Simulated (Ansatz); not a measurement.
# Sc3Al11: the cost of one run

Program: Ansatz 0.2.0. Level of theory: DFT PBE, scalar-relativistic, plane waves, PAW. These are calculated values, not measurements.

1 further run of the same task is left out (set aside as unsound or not needed). Runs told in other sessions of the task aren't counted.

### Step 1. The starting structure

It takes space group Pm-3m (No. 221, cubic). Conventional cell: a = 4.105 Å, b = 4.105 Å, c = 4.105 Å, α = 90.00°, β = 90.00°, γ = 90.00°. Sc (site symmetry m-3m) has 12 Al at 2.90 Å in its first shell of neighbours. Al (site symmetry 4/mmm) has 4 Sc at 2.90 Å and 8 Al at 2.90 Å in its first shell of neighbours.

As a file:

```cif
data_structure
_symmetry_space_group_name_H-M 'Pm-3m'
_symmetry_Int_Tables_number 221
_cell_length_a 4.1053
_cell_length_b 4.1053
_cell_length_c 4.1053
_cell_angle_alpha 90.000
_cell_angle_beta 90.000
_cell_angle_gamma 90.000
_cell_volume 69.19
loop_
_atom_site_label
_atom_site_type_symbol
_atom_site_symmetry_multiplicity
_atom_site_Wyckoff_symbol
_atom_site_fract_x
_atom_site_fract_y
_atom_site_fract_z
_atom_site_occupancy
Sc1 Sc 1 a 0.00000 0.00000 0.00000 1
Al1 Al 3 c 0.50000 0.00000 0.50000 1
```

It goes back to an entry of the Materials Project.

This cell was relaxed beforehand with the same method: volume 17.30 Å³/atom, gap on the mesh none (metal).

Bulk energy on matching settings, from an earlier run: -937.5311 eV/atom.

### Step 2. Cutting the (100) slab

Planes are indexed in the bulk's conventional cell (Pm-3m (No. 221)), a = 4.105 Å, b = 4.105 Å, c = 4.105 Å, α = 90.00°, β = 90.00°, γ = 90.00°.

The slab is a (100) slab, 12.3 Å thick as cut, with 15 Å of vacuum; its outer planes are Al (top) and Al (bottom).

The slab as cut. Layers, bottom to top:

```
plane  atoms per cell  height over the lowest (Å)
    1             Al2                        0.00
    2            ScAl                        2.05
    3             Al2                        4.11
    4            ScAl                        6.16
    5             Al2                        8.21
    6            ScAl                       10.26
    7             Al2                       12.32
```

### Step 3. Single point on the unrelaxed (100) slab

A dipole layer in the vacuum cancels the field that periodic copies would set up if the slab's two faces differ.

input.yaml

```yaml
crystal:
  lattice:
    - [4.1053305961, 0.0, 0.0]
    - [0.0, 4.1053305961, 0.0]
    - [0.0, 0.0, 27.3159917883]
  atoms:
    - { symbol: Al, position: [0.0, 0.5, 0.2745644404] }
    - { symbol: Al, position: [0.5, 0.0, 0.2745644404] }
    - { symbol: Sc, position: [0.0, 0.0, 0.3497096269] }
    - { symbol: Al, position: [0.5, 0.5, 0.3497096269] }
    - { symbol: Al, position: [0.0, 0.5, 0.4248548135] }
    - { symbol: Al, position: [0.5, 0.0, 0.4248548135] }
    - { symbol: Sc, position: [0.0, 0.0, 0.5] }
    - { symbol: Al, position: [0.5, 0.5, 0.5] }
    - { symbol: Al, position: [0.0, 0.5, 0.5751451865] }
    - { symbol: Al, position: [0.5, 0.0, 0.5751451865] }
    - { symbol: Sc, position: [0.0, 0.0, 0.6502903731] }
    - { symbol: Al, position: [0.5, 0.5, 0.6502903731] }
    - { symbol: Al, position: [0.0, 0.5, 0.7254355596] }
    - { symbol: Al, position: [0.5, 0.0, 0.7254355596] }
basis:
  ecutwfc: 420
kpoints:
  mp_grid: { grid: [9, 9, 1] }
hamiltonian:
  xc: pbe
scf:
  occupations: { method: gaussian, width: 0.1 }
output:
  forces: true
  stress: true
  eigenvalues: true
  write_density: true
  write_potential: true
  elf: true
  volumetric_format: npy
efield:
  axis: 3
  dipole_correction: true
  ramp_width: 0.04
```

Command:

```bash
ansatz run input.yaml --threads 1 --pin off --max-ram 2560MiB --backend cpu --events-out ev --progress --plain --runs-dir out
```

What time and memory should one allow on 1 thread of Intel Xeon 6975P-C (Granite Rapids), shared host?

About 24 s, with a peak of 0.68 GiB.
